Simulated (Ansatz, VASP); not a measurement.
# Cross-check of Ga5H4N5 (armchair GaN ribbon N=5 H edges) between VASP and Ansatz

Aim: how closely do two programs agree when they are given the same cell, functional and k mesh? The structure shown is the start of the Ansatz relaxation below; VASP solves that cell, so the two are compared at the walk's first step.

Main program and level: Ansatz 0.2.0; plane waves, with VASP 6.6.1 beside it; single point at PBE.

### Step 1. Set-up

The cell holds 14 atoms: 5 Ga, 5 N and 4 H. Cell: a = 16.059 Å, b = 7.000 Å, c = 5.550 Å, α = 90.0°, β = 90.0°, γ = 90.0°. Vacuum lies along a and b. The structure's axis is c.

As a file:

```xyz
14
Lattice="16.0590 0.0000 0.0000 0.0000 7.0000 0.0000 0.0000 0.0000 5.5500" Properties=species:S:1:pos:R:3
Ga    4.8250    3.5000    0.0000
Ga    8.0293    3.5000    0.0000
Ga   11.2336    3.5000    0.0000
Ga    6.4272    3.5000    2.7750
Ga    9.6315    3.5000    2.7750
N     4.8250    3.5000    1.8500
N     8.0293    3.5000    1.8500
N    11.2336    3.5000    1.8500
N     6.4272    3.5000    4.6250
N     9.6315    3.5000    4.6250
H     3.9417    3.5000    2.3600
H    12.1170    3.5000    2.3600
H     3.5000    3.5000    4.7850
H    12.5586    3.5000    4.7850
```

### Step 2. Ansatz: relaxation, PBE

Ansatz runs on its default PAW (the set named soft_2) files.

The two programs are compared at the cell with which this relaxation starts, whose forces are those of its first step.

input.yaml

```yaml
crystal:
  lattice:
    - [16.059, 0.0, 0.0]
    - [0.0, 7.0, 0.0]
    - [0.0, 0.0, 5.55]
  atoms:
    - { symbol: Ga, position: [0.300455749, 0.5, 0.0] }
    - { symbol: Ga, position: [0.499988347, 0.5, 0.0] }
    - { symbol: Ga, position: [0.699520945, 0.5, 0.0] }
    - { symbol: "N", position: [0.300455749, 0.5, 0.333333333] }
    - { symbol: "N", position: [0.499988347, 0.5, 0.333333333] }
    - { symbol: "N", position: [0.699520945, 0.5, 0.333333333] }
    - { symbol: H, position: [0.245449465, 0.5, 0.425225225] }
    - { symbol: H, position: [0.754527229, 0.5, 0.425225225] }
    - { symbol: Ga, position: [0.400222048, 0.5, 0.5] }
    - { symbol: Ga, position: [0.599754646, 0.5, 0.5] }
    - { symbol: "N", position: [0.400222048, 0.5, 0.833333333] }
    - { symbol: "N", position: [0.599754646, 0.5, 0.833333333] }
    - { symbol: H, position: [0.217946323, 0.5, 0.862162162] }
    - { symbol: H, position: [0.782030371, 0.5, 0.862162162] }
kpoints:
  mp_grid: { grid: [1, 1, 15] }
scf:
  occupations: { method: fermi_dirac, width: 0.05 }
hamiltonian:
  xc: pbe
relax:
  cell: { fix: [a, b, alpha, beta, gamma] }
  max_steps: 45
  f_tol: 0.03
```

Command:

```bash
ansatz run input.yaml --threads 4 --pin off --max-ram 16384MiB --backend cpu --events-out ev --progress --plain --runs-dir out
```

Numbers of over 12 decimals in the logs are rounded to 6 here.

The log of the run:

```text
Engine: ansatz 0.2.0, aarch64-unknown-linux-gnu
Pseudopotentials: kind: paw
Pseudopotential: Ga, paw, valence charge 13, recommended cutoff 420 eV (normal), Ga.paw.azcp
Pseudopotential: N, paw, valence charge 5, recommended cutoff 420 eV (normal), N.paw.azcp
Pseudopotential: H, paw, valence charge 1, recommended cutoff 420 eV (normal), H.paw.azcp
Functional definition: PBE
  parameter kappa = 0.804
  parameter beta = 0.066725
  exchange = pbe_x(kappa = kappa, mu = beta*pi^2/3)
  correlation = pbe_c(beta = beta)
Crystal: 14 atoms, lattice volume = 623.892 Å³
Basis set: ecut = 420 eV, 12185 PW (Γ), exchange–correlation on 216×96×80 points (8 copies of the dense FFT grid, shifted against one another)
Bands: 61, of which v1, the nominal top of the filled ones, is band 47 counted from 1 (46 counted from 0)
Symmetry: 4 space group operations
Space group: Pmm2 (ITA 25), of the structure as read, at distance tolerance 8.5e-5 Å
k-points: 8 of 15 (time reversal used)
Non-local potential: Ga, projectors of the file, l = 0: 2, l = 1: 2, l = 2: 3, l = 3: 1
Non-local potential: N, projectors of the file, l = 0: 2, l = 1: 2, l = 2: 1
Non-local potential: H, projectors of the file, l = 0: 2, l = 1: 1
PAW form: soft (Blöchl's): semilocal exchange-correlation on the pseudo side does not see the compensation charge
PAW one-centre angular grid: Ga, 590 points (default); XC on 64 Gauss nodes
PAW one-centre angular grid: N, 110 points (default); XC on 64 Gauss nodes
PAW one-centre angular grid: H, 110 points (default); XC on 64 Gauss nodes
Initial density: superposition of atomic densities (neutral atoms: chi_scale 0, normalization atom), corrected by the library's trained network
Initial wavefunctions: pseudopotential atomic-orbital guess
Functional: x = pbe(κ = 0.804, μ = 0.219515), c = pbe(β = 0.066725)
SCF iter   1: F=—  HF=-20899.236981 eV  |F-HF|=—  |Δ(HF+E_count)|=         —  Δρ=2.04e-3  dr2=1.82e-2  ethr=1.77e-3  ⟨swp⟩=6.2  Hψ=2180  notcnv=0  defer=6
preconditioner: auto → Resta (q_TF=auto, 1.990 Å⁻¹)  ε∞=1.9  [insulator: Δε(μ)=2.836 eV  Ē_g=14.836 eV  σ=0.050 eV  W_gap=1.00  n_scr=84 (ndim 8)  ℏωp=14.4 eV  f_vac=0.658  D(μ)=0.00/eV (n_scr^D=0)  ε∞_Penn≈1.9  vacuum switching on, ρ_ref=1.6e-2 e/Å³]
SCF iter   2: F=—  HF=-20899.246777 eV  |F-HF|=—  |Δ(HF+E_count)|=   9.80e-3  Δρ=8.91e-4  dr2=4.24e-3  ethr=1.94e-5  ⟨swp⟩=2.0  Hψ=754  notcnv=0  defer=66
SCF iter   3: F=—  HF=-20899.250347 eV  |F-HF|=—  |Δ(HF+E_count)|=   3.57e-3  Δρ=5.05e-4  dr2=1.22e-3  ethr=4.51e-6  ⟨swp⟩=2.0  Hψ=715  notcnv=0  defer=66
SCF iter   4: F=—  HF=-20899.250993 eV  |F-HF|=—  |Δ(HF+E_count)|=   6.46e-4  Δρ=9.93e-5  dr2=6.57e-5  ethr=1.30e-6  ⟨swp⟩=2.6  Hψ=844  notcnv=0  defer=66
SCF iter   5: F=—  HF=-20899.250965 eV  |F-HF|=—  |Δ(HF+E_count)|=   2.77e-5  Δρ=6.03e-5  dr2=2.59e-5  ethr=6.99e-8  ⟨swp⟩=2.1  Hψ=859  notcnv=0  defer=66
SCF iter   6: F=—  HF=-20899.250965 eV  |F-HF|=—  |Δ(HF+E_count)|=   4.17e-7  Δρ=1.71e-5  dr2=1.71e-6  ethr=2.75e-8  ⟨swp⟩=2.0  Hψ=564  notcnv=0  defer=66
SCF iter   7: F=—  HF=-20899.250967 eV  |F-HF|=—  |Δ(HF+E_count)|=   1.78e-6  Δρ=7.89e-6  dr2=3.67e-7  ethr=1.82e-9  ⟨swp⟩=2.0  Hψ=798  notcnv=0  defer=66
SCF iter   8: F=-20899.250967 eV  HF=-20899.250967 eV  |F-HF|=3.01e-8  |Δ(HF+E_count)|=   9.78e-8  Δρ=1.44e-6  dr2=1.03e-8  ethr=1.06e-10  ⟨swp⟩=5.0  Hψ=1716  notcnv=0
SCF 1 converged in 8 iterations: F = -20899.250967 eV  dr2 = 1.03e-8
  greatest PAW one-centre occupation: 0.996 electrons in one spin orbital (limit 2), on the Ga atom at site 0 (counted from 0), in its partial waves of l = 2
relax step   1: F+E_penalty+E_count = -20899.25096664 eV  Δ(F+E_penalty+E_count) = +0.000e0 eV  max|allowed force component| = 5.449e-1 eV/Å  Δτ_max = 0.0000 Å  P = +0.110 GPa  Ω = 623.892 Å³  fix = [a, b, alpha, beta, gamma]  reactions: a +0.065, b +0.176 GPa  (8 SCF iters, dr2 threshold 1.00e-7 eV, accepted)
[...]
relax step   3: F+E_penalty+E_count = -20899.34394546 eV  Δ(F+E_penalty+E_count) = -7.460e-3 eV  max|allowed force component| = 5.356e-2 eV/Å  Δτ_max = 0.0227 Å  P = +0.056 GPa  Ω = 626.477 Å³  energy of the carried Pulay correction = -1.627e-3 eV  fix = [a, b, alpha, beta, gamma]  reactions: a +0.028, b +0.174 GPa  (6 SCF iters, dr2 threshold 1.40e-6 eV, accepted)
[...]
relax step   4: F+E_penalty+E_count = -20899.34412894 eV  Δ(F+E_penalty+E_count) = -1.835e-4 eV  max|allowed force component| = 2.378e-2 eV/Å  Δτ_max = 0.0036 Å  P = +0.058 GPa  Ω = 626.667 Å³  energy of the carried Pulay correction = -1.747e-3 eV  fix = [a, b, alpha, beta, gamma]  reactions: a -0.011, b +0.173 GPa  (5 SCF iters, dr2 threshold 1.79e-7 eV, accepted)
[...]
relax step   5: F+E_penalty+E_count = -20899.34580254 eV  Δ(F+E_penalty+E_count) = -1.674e-3 eV  max|allowed force component| = 2.392e-2 eV/Å  Δτ_max = 0.0000 Å  P = +0.061 GPa  Ω = 626.667 Å³  fix = [a, b, alpha, beta, gamma]  reactions: a -0.014, b +0.184 GPa  stress off target by 1.26e-2 GPa on what of the cell is left free  SCF on the basis re-selected at this cell (its energy is not comparable with the rows above)  (7 SCF iters)
basis re-selected at this cell: Δ(F+E_penalty+E_count) = -1.674e-3 eV, ΔP = +0.003 GPa vs the last step (what re-selecting the basis moved, of the pressure what is left beyond the Pulay correction that the steps carried, after the strain that the cell walked since its last selection, with what the two solves' SCF thresholds leave and, on support functions, any second-order correction that the steps lacked; it is no m [...]
SCF converged after 7 iterations
Free energy (F): -20899.345803 eV
Harris-Foulkes:  -20899.345803 eV  (|F-HF|=7.28e-12)
Internal energy: -20899.345803 eV  (E = F + TS)
E sigma→0 (E₀):  -20899.345803 eV
Fermi energy:    -1.104474 eV
--- Per-component energies (eV) ---
  E_band       = -1134.280079
  E_kinetic    = 1278.300746
  E_local      = -33031.146523  (includes V_loc(G=0)·N_el)
  E_nonlocal   = 2367.448884
  E_hartree    = 15562.922500
  E_xc         = -673.824811
  E_vxc        = -707.382358  (∫ρ·V_xc dr)
  E_paw        = -10591.124007  (= ΣΔE_a)
  E_vpaw       = -2167.340637  (= ΣTr[D̂ρ^β])
  E_aug_tail   = -0.005242  (compensation charges beyond the density's cutoff)
  E_ewald      = 4188.082651
  E_smearing   = -0.000000  (= −TS)
  E_closure    = -0.000000  (closes the sum)
  Σ components = -20899.345803   (vs F -20899.345803, Δ=0.00e0)
--- Forces (eV/Å), atoms counted from 1 ---
  atom   1  Ga    -0.00315326     0.00000000    -0.00671575
  atom   2  Ga     0.00000000     0.00000000    -0.00154689
  atom   3  Ga     0.00315326     0.00000000    -0.00671575
  atom   4  N     -0.01205950     0.00000000     0.02391587
  atom   5  N      0.00000000     0.00000000     0.00331990
  atom   6  N      0.01205950     0.00000000     0.02391587
  atom   7  H      0.01681481     0.00000000    -0.01583037
  atom   8  H     -0.01681481     0.00000000    -0.01583037
  atom   9  Ga     0.00356394     0.00000000    -0.00524202
  atom  10  Ga    -0.00356394     0.00000000    -0.00524202
  atom  11  N      0.00229824     0.00000000     0.00438227
  atom  12  N     -0.00229824     0.00000000     0.00438227
  atom  13  H      0.00002810     0.00000000    -0.00139657
  atom  14  H     -0.00002810     0.00000000    -0.00139657
  max |Σ_I F_I| component: 1.48e-7 eV/Å
--- Stress (GPa, compression-positive) ---
       -0.013582       0.000000       0.000000
        0.000000       0.184156       0.000000
        0.000000       0.000000       0.012632
  P = ⅓ Tr σ = 0.0611 GPa (0.611 kbar)
--- Relaxed structure (4 steps of the walk, 4 accepted, 1 SCFs on fresh bases) ---
  F+E_penalty+E_count = -20899.34580254 eV   max|allowed force component| = 2.392e-2 eV/Å   (the final SCF, on the basis selected at the relaxed cell)
  cell:  # Å, volume = 626.6673 Å³
    - [16.059, 0.0, 0.0]
    - [0.0, 7.0, 0.0]
    - [0.0, 0.0, 5.574687]
  atoms:
    - { symbol: Ga, position: [0.298652, 0.5, -0.00189783] }
    - { symbol: Ga, position: [0.499988347, 0.5, 0.00566172] }
    - { symbol: Ga, position: [0.701325, 0.5, -0.00189783] }
    - { symbol: N, position: [0.304276, 0.5, 0.326470] }
    - { symbol: N, position: [0.499988347, 0.5, 0.338204] }
    - { symbol: N, position: [0.695701, 0.5, 0.326470] }
    - { symbol: H, position: [0.249482, 0.5, 0.418613] }
    - { symbol: H, position: [0.750495, 0.5, 0.418613] }
    - { symbol: Ga, position: [0.400535, 0.5, 0.506127] }
    - { symbol: Ga, position: [0.599441, 0.5, 0.506127] }
    - { symbol: N, position: [0.399773, 0.5, 0.838572] }
    - { symbol: N, position: [0.600204, 0.5, 0.838572] }
    - { symbol: H, position: [0.214260, 0.5, 0.860903] }
    - { symbol: H, position: [0.785716, 0.5, 0.860903] }
```

In the SCF lines HF is the Harris–Foulkes energy and dr2 the Hartree energy of the density residual, in eV; the loop may stop once dr2 is under the threshold and the program's other checks hold. Hψ counts applications of the Hamiltonian.

(Part 1 of 2 ends here.)

[Lines on the potential files, build, host, timing and source positions are cut from VASP's logs without a mark.]

[Logs are printed without paths, hosts, clocks, repeated set-up lines and the standing remarks that a program may print on its own settings, such as how far it seeks lower states.]

[Hosts, paths, dates, database ids (printed as entryN), source tags and the programs' standing remarks are cut or masked in the printed files.]
